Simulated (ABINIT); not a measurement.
## HgTe (Coloradoite): equation of state with PBEsol

**Experimental background.**

A printed reference work, monograph reports, for a bulk crystal of HgTe: bulk modulus 43 GPa.

HgTe (Coloradoite):

```xyz
2
Lattice="0.0000 3.2145 3.2145 3.2145 0.0000 3.2145 3.2145 3.2145 0.0000" Properties=species:S:1:pos:R:3 pbc="T T T"
Hg    0.0000    0.0000    0.0000
Te    4.8217    4.8217    4.8217
```

```
Program             : ABINIT 10.8.3 (patched build)
Task                : equation of state
Functional          : PBEsol
Potentials or basis : PseudoDojo NC SR PBEsol v0.4.1 standard
Cutoff              : 1088 eV
k mesh              : 7 × 7 × 7
Occupations         : fermi-dirac, width 0.05 eV
Spin                : no spin polarisation
```

| Quantity | Value |
| --- | --- |
| Equilibrium volume | 34.55 Å³/atom |
| Bulk modulus | 42 GPa |
| Pressure derivative of the bulk modulus | 5.2 |

Energy against volume, from the lowest point:
```
volume (Å³/atom)  energy (meV/atom)
          31.223              51.90
          31.887              31.84
          32.551              17.18
          33.215               7.35
          33.880               1.78
          34.544               0.00
          35.208               1.59
```

Wall time 10 min on 1 thread of Arm Neoverse V2 (shared host), peak memory 0.16 GiB.

Measured bulk modulus of HgTe: 43 GPa (a printed reference work, monograph). This calculation gives 42 GPa (-2.0 %). The fit is for a static lattice scaled at fixed shape and fixed fractional positions.

Caveat: pressures at fixed basis lie under the slope of the energies. Spin-orbit coupling is left out, which matters for the levels of Hg, Te.
